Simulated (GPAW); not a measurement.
Wanted: a Python script for a GPAW 26.7.0 run.

* Task: single point
* Functional: PBE
* Potentials or basis: GPAW PAW data sets (gpaw-data 1.2.1)
* Cutoff: 800 eV
* Basis: pw
* k mesh: 11 × 11 × 11
* Occupations: fermi-dirac, width 0.05 eV
* Spin: no spin polarisation
* Maxiter: 150

The structure of AlN lies in AlN.cif:

```cif
data_AlN
_cell_length_a 2.87724295
_cell_length_b 2.87724295
_cell_length_c 2.87724295
_cell_angle_alpha 60.00000000
_cell_angle_beta 60.00000000
_cell_angle_gamma 60.00000000
_space_group_name_H-M_alt 'P1'
_space_group_name_Hall 'P 1'
_space_group_IT_number 1
loop_
_space_group_symop_operation_xyz
'x,y,z'
loop_
_atom_site_label
_atom_site_type_symbol
_atom_site_symmetry_multiplicity
_atom_site_Wyckoff_symbol
_atom_site_fract_x
_atom_site_fract_y
_atom_site_fract_z
_atom_site_occupancy
Al1 Al 1 a 0.5000000000 0.5000000000 0.5000000000 1
N1 N 1 a 0.0000000000 0.0000000000 0.0000000000 1
```

Measurements of this composition are mostly on another form, of space group No. 186.

These files were run (other wordings do the same):

run.py

```python
from ase.io import read
from gpaw import PW
from gpaw.dft import DFT

atoms = read('AlN.cif')

dft = DFT(atoms,
          mode=PW(800),
          xc='PBE',
          kpts={'size': (11, 11, 11), 'gamma': True},
          occupations={'name': 'fermi-dirac', 'width': 0.05},
          nbands=11,
          convergence={'density': 1e-05, 'energy': 1e-05},
          maxiter=150,
          txt='gpaw.txt')
print(f'Energy: {dft.calculate_energy():.6f} eV')
print('Forces (eV/A):')
print(dft.calculate_forces().round(4))
print('Stress (eV/A^3):', dft.calculate_stress().round(6))
dft.write_gpw_file('gs.gpw')
```

Potentials or basis: GPAW PAW data sets (gpaw-data 1.2.1), pw.

Command:

```sh
$ OMP_NUM_THREADS=1 python run.py
```

Results of the run:

| Property | Result |
| --- | --- |
| Pressure | 1.3 GPa |
| Band gap on the k mesh | 4.56 eV, indirect (least direct gap 5.40 eV) |

Caveat: an odd mesh through Γ misses points on the zone boundary, where band edges often lie.

Wall time 10 s on 1 thread of Arm Neoverse V1 (shared host), peak memory 0.14 GiB.
